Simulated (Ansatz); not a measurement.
C:

```
C
1.0
     2.52210    0.00000    0.00000
    -1.26105    2.18420    0.00000
     0.00000    0.00000   12.35570
C
12
Direct
  0.66667 0.33333 0.35417
  0.33333 0.66667 0.85417
  0.66667 0.33333 0.14583
  0.33333 0.66667 0.64583
  0.66667 0.33333 0.47917
  0.33333 0.66667 0.97917
  0.66667 0.33333 0.02083
  0.33333 0.66667 0.52083
  0.00000 0.00000 0.81250
  0.00000 0.00000 0.31250
  0.00000 0.00000 0.68750
  0.00000 0.00000 0.18750
```

This is a hexagonal form of diamond, not graphite.

| Quantity | Value |
| --- | --- |
| Program | Ansatz 0.2.0 |
| Task | relaxation of cell and atoms |
| Functional | PBEsol |
| Dispersion | D3(BJ) |
| Potentials or basis | Ansatz PAW |
| Cutoff | 420 eV (not typed: the program's choice for these potentials) |
| k mesh | 12 × 12 × 3 |
| Occupations | fermi-dirac, width 0.05 eV |
| Spin | no spin polarisation |

At the start: volume 5.67 Å³/atom.

Question: Where does the relaxation end?

Answer: It ends after 8 steps and the volume is 5.57 Å³/atom (-1.9 %); space group P6_3/mmc (No. 194, to 0.05 Å).

Step by step:
```tsv
step	energy change (eV)	largest force (eV/Å)	volume (Å³)
1	0.0000	0.3379	68.06
2	-0.0473	0.3260	67.28
3	-0.0587	0.0964	66.82
4	-0.0591	0.0319	66.81
5	-0.0591	0.0005	66.83
6	-0.0516	0.0012	66.83
7	-0.0518	0.0001	66.80
8	-0.0516	0.0001	66.80
```

Final structure:
```
CELL_PARAMETERS angstrom
2.50079 0.00000 0.00000
-1.25039 2.16574 0.00000
0.00000 0.00000 12.33389
ATOMIC_POSITIONS crystal
C 0.66667 0.33333 0.35493
C 0.33333 0.66667 0.85493
C 0.66667 0.33333 0.14507
C 0.33333 0.66667 0.64507
C 0.66667 0.33333 0.47923
C 0.33333 0.66667 0.97923
C 0.66667 0.33333 0.02077
C 0.33333 0.66667 0.52077
C 0.00000 0.00000 0.81313
C 0.00000 0.00000 0.31313
C 0.00000 0.00000 0.68687
C 0.00000 0.00000 0.18687
```

Caveat: the plane-wave basis is chosen anew once the cell has moved, so the energies of steps on either side of that aren't comparable; the pressure holds a Pulay correction of +1.0 GPa for the finite cutoff; the PAW data sets come from PBE, with cores solved anew for the run's functional, which leaves a small shift of forces and pressure.
